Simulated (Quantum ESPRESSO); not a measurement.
Crystal: LiF (Griceite).

```
F Li
1.0
     0.00000    2.01400    2.01400
     2.01400    0.00000    2.01400
     2.01400    2.01400    0.00000
F Li
1 1
Direct
  0.50000 0.50000 0.50000
  0.00000 0.00000 0.00000
```

| Property | Result |
| --- | --- |
| Program | Quantum ESPRESSO 7.5 |
| Task | relaxation of cell and atoms |
| Functional | PBEsol |
| Dispersion | rVV10 |
| Potentials or basis | PseudoDojo 0.4.1 SR PBE standard |
| Cutoff | 1143 eV |
| Density cutoff | 4572 eV |
| k mesh | 11 × 11 × 11 |
| Occupations | fermi-dirac, width 0.05 eV |
| Spin | no spin polarisation |

At the start: pressure -3.5 GPa; volume 8.17 Å³/atom.

Q: How do energy, volume and symmetry change on relaxing?

A: Over 7 steps the energy falls by 4.4 meV/atom and the volume is 7.80 Å³/atom (-4.6 %); space group Fm-3m (No. 225, to 0.05 Å).

Step by step:
```
step  energy change (eV)  largest force (eV/Å)  pressure (GPa)  volume (Å³)
   1              0.0000                0.0000           -3.49        16.34
   2             -0.0009                0.0000           -3.32        16.29
   3             -0.0026                0.0000           -2.98        16.21
   4             -0.0046                0.0000           -2.48        16.09
   5             -0.0066                0.0000           -1.82        15.94
   6             -0.0081                0.0000           -1.04        15.77
   7             -0.0088                0.0000           -0.16        15.59
```

Final structure:
```
CELL_PARAMETERS angstrom
0.00000 1.98282 1.98282
1.98282 0.00000 1.98282
1.98282 1.98282 0.00000
ATOMIC_POSITIONS crystal
F 0.50000 0.50000 0.50000
Li 0.00000 0.00000 0.00000
```

Caveat: the potentials were made for another functional, which shifts forces and pressure; rVV10's parameter b was fitted to another functional.
